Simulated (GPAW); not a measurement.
# Ga (Cmce) in GPAW: convergence with smearing width (eV)

Aim: find how far smearing width (eV) must go before the results for Ga settle, at PBE. This setting moves, with any that are tied to it; all else stays.

Everything below comes from runs of GPAW 26.7.0. Logs are shortened: lines on timing, memory, paths and dates and some standing lists are left out, and cuts for length are marked. The log counts tension as positive stress, the text compression.

## 1. The structure

Symmetry: Cmce, No. 64, orthorhombic system. The conventional cell has a = 4.523 Å, b = 7.661 Å, c = 4.524 Å, α = 90.00°, β = 90.00°, γ = 90.00°. Around Ga (site symmetry m) lie 7 Ga at 2.48 to 2.79 Å.

## 2. With smearing width (eV) 0.5

run.py

```python
from ase.dft.bandgap import bandgap
from ase.io import read, write
from ase.units import GPa
from gpaw import GPAW, PW

atoms = read('POSCAR')

calc = GPAW(mode=PW(600),
            xc='PBE',
            kpts={'size': (5, 5, 5), 'gamma': True},
            occupations={'name': 'methfessel-paxton', 'order': 0, 'width': 0.5},
            nbands=16,
            convergence={'density': 1e-05, 'energy': 1e-05},
            maxiter=100,
            txt='gpaw.txt')
atoms.calc = calc
energy = atoms.get_potential_energy()
forces = atoms.get_forces()
stress = atoms.get_stress()
calc.write('gs.gpw')
write('result.traj', atoms)
print(f'Energy: {energy:.6f} eV')
print('Forces (eV/A):')
print(forces.round(4))
print('Stress (GPa):', (stress / GPa).round(3))
print('Fermi level:', round(calc.get_fermi_level(), 4), 'eV')
print(f'Gap: {bandgap(calc)[0]:.4f} eV, direct: {bandgap(calc, direct=True)[0]:.4f} eV')
```

POSCAR

```
Ga
1.0
    2.2615000000     -3.8305000000      0.0000000000
    2.2615000000      3.8305000000      0.0000000000
    0.0000000000      0.0000000000      4.5240000000
Ga
4
Direct
    0.3451000000      0.6549000000      0.4190000000
    0.1549000000      0.8451000000      0.9190000000
    0.6549000000      0.3451000000      0.5810000000
    0.8451000000      0.1549000000      0.0810000000
```

Potentials or basis: GPAW PAW data sets (gpaw-data 1.2.1), pw.

Run with:

```bash
> OMP_NUM_THREADS=1 python run.py
```

gpaw.txt:

```text
__  _  _
 | _ |_)|_||  |
 |__||  | ||/\| - 26.7.0

Input parameters:
  mode=PW(ecut=600.0),
  convergence={'density': 1e-05, 'energy': 1e-05},
  kpts=MonkhorstPack(size=(5, 5, 5), gamma=True),
  maxiter=100,
  nbands=16,
  occupations=Occupations(name='methfessel-paxton', order=0, width=0.5),
  xc=XC(name='PBE')

Diagonalizing LCAO Hamiltonian
Converting LCAO to pw mode

           Ga

        GaGa

       Ga

Atoms  # Å, Bohr magnetons
|   | symbol |        x |         y |        z |    initial magnetic moments |
|---|--------|----------|-----------|----------|-----------------------------|
| 0 |     Ga | 2.261500 |  1.186689 | 1.895556 | ( 0.0000,  0.0000,  0.0000) |
| 1 |     Ga | 2.261500 |  2.643811 | 4.157556 | ( 0.0000,  0.0000,  0.0000) |
| 2 |     Ga | 2.261500 | -1.186689 | 2.628444 | ( 0.0000,  0.0000,  0.0000) |
| 3 |     Ga | 2.261500 | -2.643811 | 0.366444 | ( 0.0000,  0.0000,  0.0000) |

Unit cell  # Å
| periodic |        x |         y |        z |  lengths |     angles |
|----------|----------|-----------|----------|----------|------------|
|      yes | 2.261500 | -3.830500 | 0.000000 | 4.448271 |  90.000000 |
|      yes | 2.261500 |  3.830500 | 0.000000 | 4.448271 |  90.000000 |
|      yes | 0.000000 |  0.000000 | 4.524000 | 4.524000 | 118.885399 |

Number of symmetries: 4
Symmetry operations  # r_c * U_cc + t_c -> r_c
|   | kind |            matrix            |
|---|------|------------------------------|
| 0 |  E   |  1, 0, 0,  0, 1, 0,  0, 0, 1 |
| 1 |  C2  |  0, 1, 0,  1, 0, 0,  0, 0,-1 |
| 2 |  σ   |  0,-1, 0, -1, 0, 0,  0, 0, 1 |
| 3 |  i   | -1, 0, 0,  0,-1, 0,  0, 0,-1 |

BZ-sampling:
  Number of BZ points: 125
  Number of IBZ points: 39

  Monkhorst-Pack size: [5, 5, 5]
  Monkhorst-Pack shift: [0, 0, 0]

K-points  # in reciprocal-cell coordinates
|     |                                coordinates |     weight |
|-----|--------------------------------------------|------------|
|   0 | (  0.00000000,   0.00000000,   0.00000000) | 0.00800000 |
|   1 | (  0.00000000,   0.00000000,   0.20000000) | 0.01600000 |
|   2 | (  0.00000000,   0.00000000,   0.40000000) | 0.01600000 |
|   3 | (  0.20000000,  -0.20000000,  -0.40000000) | 0.01600000 |
|   4 | (  0.20000000,  -0.20000000,  -0.20000000) | 0.01600000 |
|   5 | (  0.20000000,  -0.20000000,   0.00000000) | 0.01600000 |
|   6 | (  0.20000000,  -0.20000000,   0.20000000) | 0.01600000 |
|   7 | (  0.20000000,  -0.20000000,   0.40000000) | 0.01600000 |
|   8 | (  0.20000000,   0.00000000,  -0.40000000) | 0.03200000 |
|   9 | (  0.20000000,   0.00000000,  -0.20000000) | 0.03200000 |
| ... |                                            |            |
|  38 | (  0.40000000,   0.40000000,   0.40000000) | 0.03200000 |

Plane wave coefficients: 2633
Cutoff: 600.0 eV

Spin-components: 1 (collinear spins)
Bands:           16
Projectors:      20
Spin-degeneracy: 2
Datatype:        complex128

Parallelization:
  kpt:    1
  domain: 1
  band:   1

Density:
  Valence electrons: 12.0
  Components: 1
  Grid points: [27 27 27]
  Charge: 0.0  # |e|

Potential:
  Grid points: [27 27 27]

species:
  Ga:
    name:    Gallium
    Z:       31.0
    valence: 3
    core:    28
    charge:  0.0  # [|e|]
    compensation charges:
      type: gauss
      rc: 0.37  # [Å]
      lmax: 2
    cutoffs:
      filter: 2.06  # [Å]
      core: 4.17  # [Å]
    projectors
    | kind |    occ | energy [eV] | rcut [Å] |
    |------|--------|-------------|----------|
    |   4s |  2.000 |      -8.945 |    1.164 |
    |   4p |  1.000 |      -2.580 |    1.164 |
    |    s |        |      18.266 |    1.164 |
    |    p |        |      24.631 |    1.164 |
    |    d |        |       0.000 |    1.164 |

    Using partial waves for Ga as LCAO basis

Reference energy: -211538.686116  # eV

eigensolver:
  PPCG
  Converge bands: occupied
  niter=2

density mixing:
  MSR1-Mixer
  Pratt-step length: 0.05
  Maximum mixing coefficient: 0.75
  Old densities: 10
  SVD Regularization: 0.005
  Good broyden scale: 1.0
  Trust region scale: 1.0
  Backstep threshold: 4.0
  History deletion threshold: 6.0
  Fourier metric: weight=20.0, sigma=0.015

occupation numbers:
  Methfessel-Paxton:
    width: 0.5000  # eV
    order: 0

poisson solver:
  ecut: 4800.0  # eV

xc functional:
  name: PBE with 2 nearest neighbor stencil

convergence criteria:
- Maximum integral of absolute [dens]ity change: 1e-05 electrons / valence electron
- Maximum [total energy] change in last 3 cyles: 1e-05 eV / valence electron
- Maximum integral of absolute [eigenst]ate change: 4e-08 eV^2 / valence electron
maximum number of iterations: 100

SCF iterations
|iter     | |      energy | eigst |  dens |
|---------|-|-------------|-------|-------|
|iter:   1| |  -11.622905 | -0.78 |       |
|iter:   2| |  -11.625103 | -3.14 | -0.97 |
|iter:   3| |  -11.631616 | -3.50 | -0.99 |
|iter:   4| |  -11.633164 | -4.01 | -1.48 |
|iter:   5| |  -11.633227 | -5.76 | -2.66 |
|iter:   6| |  -11.633239c| -6.97 | -3.13 |
|iter:   7| |  -11.633239c| -8.48c| -4.05 |
|iter:   8| |  -11.633239c| -9.04c| -4.97 |
|iter:   9| |  -11.633239c| -9.58c| -5.52c|

Converged in 9 steps
Energy contributions relative to reference atoms: (reference = -211538.686116)

Energy contributions:
  Kinetic:          44.009473
  Coulomb:         -35.443296
  Zero:              0.068086
  External:          0.000000
  Xc:              -20.214679
  Entropy:          -0.105646
  Spinorbit:         0.000000
  ----------------------------
  Free energy:     -11.686062
  Extrapolated:    -11.633239

dipole moment: (-0.000133, -0.000000, -0.000133)  # |e|*Ang

Fermi level: 5.705
Eigenvalues  # (at kpt = [0.000, 0.000, 0.000])
| band index |      eig [eV] | occ [0-2] |
|------------|---------------|-----------|
|          0 |        -5.350 |     2.000 |
|          1 |         1.405 |     2.000 |
|          2 |         1.967 |     2.000 |
|          3 |         3.915 |     2.000 |
|          4 |         3.966 |     2.000 |
|          5 |         4.887 |     1.979 |
|          6 |         6.571 |     0.014 |
|          7 |         6.616 |     0.010 |
|          8 |         6.709 |     0.005 |
|          9 |        10.775 |     0.000 |
|         10 |        11.085 |     0.000 |
|         11 |        12.275 |     0.000 |
|         12 |        12.468 |     0.000 |
|         13 |        13.049 |     0.000 |
|        ... |               |           |
|         15 |        14.114 |     0.000 |

No gap
No difference between direct/indirect transitions

Forces  # eV/Ang
|       x |        y |        z |
|---------|----------|----------|
| 0.00000 |  0.12985 | -0.03912 |  # Ga   0
| 0.00000 | -0.12985 | -0.03912 |  # Ga   1
| 0.00000 | -0.12985 |  0.03912 |  # Ga   2
| 0.00000 |  0.12985 |  0.03912 |  # Ga   3

Stress tensor  # eV/Ang^3
|         x |         y |         z |
|-----------|-----------|-----------|
| -0.016185 |  0.000000 |  0.000000 |
|  0.000000 | -0.017946 |  0.000000 |
|  0.000000 |  0.000000 | -0.013668 |

# Writing to gs.gpw (mode='')
```

It took 17 s on 1 thread of AMD EPYC 9R14 (Zen 4), shared host; peak memory 0.19 GiB.

Results:

| Property | Result |
| --- | --- |
| Free energy | -11.6861 eV |
| Pressure | 2.6 GPa |
| Largest force | 0.136 eV/Å |
| Band gap on the k mesh | none (metal or under the smearing width) |

## 3. With smearing width (eV) 0.3

Edit run.py of step 2 so:

```diff
@@ -10,3 +10,3 @@
             kpts={'size': (5, 5, 5), 'gamma': True},
-            occupations={'name': 'methfessel-paxton', 'order': 0, 'width': 0.5},
+            occupations={'name': 'methfessel-paxton', 'order': 0, 'width': 0.3},
             nbands=16,
```

POSCAR is that of step 2.

Potentials or basis: GPAW PAW data sets (gpaw-data 1.2.1), pw.

Run with:

```bash
> OMP_NUM_THREADS=1 python run.py
```

It took 17 s on 1 thread of AMD EPYC 9R14 (Zen 4), shared host; peak memory 0.2 GiB.

Results:

| Quantity | Value |
| --- | --- |
| Free energy | -11.6536 eV |
| Pressure | 2.4 GPa |
| Largest force | 0.125 eV/Å |
| Band gap on the k mesh | none (metal or under the smearing width) |

## 4. With smearing width (eV) 0.2

Edit run.py of step 3 so:

```diff
@@ -10,3 +10,3 @@
             kpts={'size': (5, 5, 5), 'gamma': True},
-            occupations={'name': 'methfessel-paxton', 'order': 0, 'width': 0.3},
+            occupations={'name': 'methfessel-paxton', 'order': 0, 'width': 0.2},
             nbands=16,
```

POSCAR is that of step 3.

Run with:

```bash
> OMP_NUM_THREADS=1 python run.py
```

It took 17 s on 1 thread of AMD EPYC 9R14 (Zen 4), shared host; peak memory 0.19 GiB.

It converged, with:

```yaml
Free_energy: -11.6426 eV
Pressure: 2.4 GPa
Largest_force: 0.123 eV/Å
Band_gap_on_the_k_mesh: none (metal or under the smearing width)
```

## 5. With smearing width (eV) 0.15

Edit run.py of step 4 so:

```diff
@@ -10,3 +10,3 @@
             kpts={'size': (5, 5, 5), 'gamma': True},
-            occupations={'name': 'methfessel-paxton', 'order': 0, 'width': 0.2},
+            occupations={'name': 'methfessel-paxton', 'order': 0, 'width': 0.15},
             nbands=16,
```

POSCAR is that of step 4.

Run with:

```bash
> OMP_NUM_THREADS=1 python run.py
```

Wall time 17 s (1 thread of AMD EPYC 9R14 (Zen 4), shared host); peak memory 0.2 GiB.

It converged, with:

```yaml
Free_energy: -11.6381 eV
Pressure: 2.4 GPa
Largest_force: 0.120 eV/Å
Band_gap_on_the_k_mesh: none (metal or under the smearing width)
```

## 6. With smearing width (eV) 0.1

Edit run.py of step 5 so:

```diff
@@ -10,3 +10,3 @@
             kpts={'size': (5, 5, 5), 'gamma': True},
-            occupations={'name': 'methfessel-paxton', 'order': 0, 'width': 0.15},
+            occupations={'name': 'methfessel-paxton', 'order': 0, 'width': 0.1},
             nbands=16,
```

POSCAR is that of step 5.

Potentials or basis: GPAW PAW data sets (gpaw-data 1.2.1), pw.

Run with:

```bash
> OMP_NUM_THREADS=1 python run.py
```

Wall time 17 s (1 thread of AMD EPYC 9R14 (Zen 4), shared host); peak memory 0.19 GiB.

It converged, with:

| Property | Result |
| --- | --- |
| Free energy | -11.6343 eV |
| Pressure | 2.4 GPa |
| Largest force | 0.111 eV/Å |
| Band gap on the k mesh | none (metal or under the smearing width) |

## 7. With smearing width (eV) 0.05

Edit run.py of step 6 so:

```diff
@@ -10,3 +10,3 @@
             kpts={'size': (5, 5, 5), 'gamma': True},
-            occupations={'name': 'methfessel-paxton', 'order': 0, 'width': 0.1},
+            occupations={'name': 'methfessel-paxton', 'order': 0, 'width': 0.05},
             nbands=16,
```

POSCAR is that of step 6.

Run with:

```bash
> OMP_NUM_THREADS=1 python run.py
```

Wall time 17 s (1 thread of AMD EPYC 9R14 (Zen 4), shared host); peak memory 0.2 GiB.

Results (log left out):

```
Free energy            : -11.6313 eV
Pressure               : 2.4 GPa
Largest force          : 0.095 eV/Å
Band gap on the k mesh : none (metal or under the smearing width)
```

## 8. With smearing width (eV) 0.025

Edit run.py of step 7 so:

```diff
@@ -10,3 +10,3 @@
             kpts={'size': (5, 5, 5), 'gamma': True},
-            occupations={'name': 'methfessel-paxton', 'order': 0, 'width': 0.05},
+            occupations={'name': 'methfessel-paxton', 'order': 0, 'width': 0.025},
             nbands=16,
```

POSCAR is that of step 7.

Run with:

```bash
> OMP_NUM_THREADS=1 python run.py
```

Run time: 17 s. Hardware: 1 thread of AMD EPYC 9R14 (Zen 4), shared host; peak memory 0.2 GiB.

The run converged. Its results:

| Item | Value |
| --- | --- |
| Free energy | -11.6302 eV |
| Pressure | 2.3 GPa |
| Largest force | 0.092 eV/Å |
| Band gap on the k mesh | none (metal or under the smearing width) |

## 9. With smearing width (eV) 0.01

Edit run.py of step 8 so:

```diff
@@ -10,3 +10,3 @@
             kpts={'size': (5, 5, 5), 'gamma': True},
-            occupations={'name': 'methfessel-paxton', 'order': 0, 'width': 0.025},
+            occupations={'name': 'methfessel-paxton', 'order': 0, 'width': 0.01},
             nbands=16,
```

POSCAR is that of step 8.

Potentials or basis: GPAW PAW data sets (gpaw-data 1.2.1), pw.

Run with:

```bash
> OMP_NUM_THREADS=1 python run.py
```

Run time: 17 s. Hardware: 1 thread of AMD EPYC 9R14 (Zen 4), shared host; peak memory 0.2 GiB.

The run converged. Its results:

| Property | Result |
| --- | --- |
| Free energy | -11.6298 eV |
| Pressure | 2.3 GPa |
| Largest force | 0.097 eV/Å |
| Band gap on the k mesh | none (metal or under the smearing width) |

## 10. The series at a glance

```tsv
smearing width (eV)	energy less the tightest run, at zero smearing (meV/atom)	pressure (GPa)	largest force (eV/Å)	SCF cycles	CPU time (s)	peak memory (GiB)
0.5	-0.86	2.55	0.136	9	17	0.19
0.3	-1.30	2.42	0.125	9	17	0.2
0.2	-0.77	2.40	0.123	9	17	0.19
0.15	-0.53	2.39	0.120	9	17	0.2
0.1	-0.29	2.38	0.111	9	17	0.19
0.05	-0.06	2.36	0.095	9	17	0.2
0.025	0.01	2.32	0.092	9	17	0.2
0.01	0.00	2.28	0.097	9	17	0.2
```

Against the tightest run, the energy stays within 1 meV/atom from 0.2 on; the pressure stays within 0.1 GPa from 0.05 on; the largest force stays within 0.005 eV/Å from 0.05 on. Narrower smearing needs a denser k mesh, so at a fixed mesh the narrowest width isn't the most accurate. The tightest run that finished is the yardstick and may itself not be fully converged.
